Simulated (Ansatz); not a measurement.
InP: frozen-core PAW against all-electron methods

```xyz
2
Lattice="0.0000 2.8550 2.8550 2.8550 0.0000 2.8550 2.8550 2.8550 0.0000" Properties=species:S:1:pos:R:3 pbc="T T T"
In    0.0000    0.0000    0.0000
P     2.8550    2.8550    2.8550
```

Atoms are numbered in the order listed.

The cell comes from COD entry 1538565, which wasn't checked; take it as a given geometry.

Spin–orbit coupling is left out, though it moves levels of the heavy atoms by tenths of an eV or more.

Levels of theory: DFT, PBE, PAW with Ansatz's default frozen-core files, scalar-relativistic (Ansatz 0.2.0); DFT, PBE, all-electron PAW with datasets made for the crystal, scalar-relativistic (Ansatz 0.2.0); DFT, PBE, all-electron LAPW, scalar-relativistic (Ansatz 0.2.0).

For PAW: a Γ-centred 11×11×11 k mesh, Fermi–Dirac smearing of 0.03 eV, cutoff 420 eV, no spin polarisation. The crystal-made all-electron datasets (AE datasets) take a cutoff of 240 eV at this cell. LAPW targets a basis error of 0.25 meV/atom. The Ansatz runs share mesh, smearing and spin set-up. Plane-wave (PAW) pressures include the program's estimate of the Pulay term.

Stress and pressure are positive in compression.

Levels count from the Fermi level.

```tsv
quantity	PAW	AE datasets	LAPW
pressure (GPa)	-5.37	-5.36	-5.36
highest filled level at Γ (eV)	-0.150	-0.151	-0.151
lowest empty level at Γ (eV)	7.083	7.084	7.084
highest filled level at W (eV)	-3.410	-3.409	-3.409
lowest empty level at W (eV)	2.088	2.087	2.087
highest filled level at U (eV)	-1.430	-1.430	-1.430
lowest empty level at U (eV)	0.105	0.105	0.105
```

PAW's pressure differs from the LAPW value by about 0.01 GPa or less.
